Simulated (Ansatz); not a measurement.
The system is Sb.

```xyz
2
Lattice="2.1542 1.2437 3.7580 -2.1542 1.2437 3.7580 0.0000 -2.4875 3.7580" Properties=species:S:1:pos:R:3 pbc="T T T"
Sb    0.0000    0.0000    8.6416
Sb    0.0000    0.0000    2.6324
```

| Property | Result |
| --- | --- |
| Program | Ansatz 0.2.0 |
| Task | relaxation of cell and atoms |
| Functional | revPBE |
| Dispersion | D3(BJ) |
| Potentials or basis | all-electron LAPW, scalar-relativistic |
| Basis error allowed | 0.001 eV/atom |
| k mesh | 8 × 8 × 8 |
| Occupations | fermi-dirac, width 0.05 eV |
| Spin | no spin polarisation |

At the start: volume 30.21 Å³/atom.

**Question.** Where does the relaxation end?

**Answer.** Over 6 steps the energy falls by 11.0 meV/atom and the volume is 28.88 Å³/atom (-4.4 %); space group R-3m (No. 166, to 0.05 Å).

The path:
```
step  energy change (eV)  largest force (eV/Å)  volume (Å³)
   1              0.0000                0.1770        60.41
   2             -0.0187                0.0343        57.65
   3             -0.0214                0.0315        57.87
   4             -0.0215                0.0244        57.65
   5             -0.0219                0.0012        57.77
   6             -0.0219                0.0012        57.77
```

Final structure:
```cif
data_structure
_symmetry_space_group_name_H-M 'P 1'
_symmetry_Int_Tables_number 1
_cell_length_a 4.3863
_cell_length_b 4.3863
_cell_length_c 4.3863
_cell_angle_alpha 58.604
_cell_angle_beta 58.604
_cell_angle_gamma 58.604
_cell_volume 57.77
loop_
_atom_site_label
_atom_site_type_symbol
_atom_site_fract_x
_atom_site_fract_y
_atom_site_fract_z
_atom_site_occupancy
Sb1 Sb 0.76243 0.76243 0.76243 1
Sb2 Sb 0.23757 0.23757 0.23757 1
```
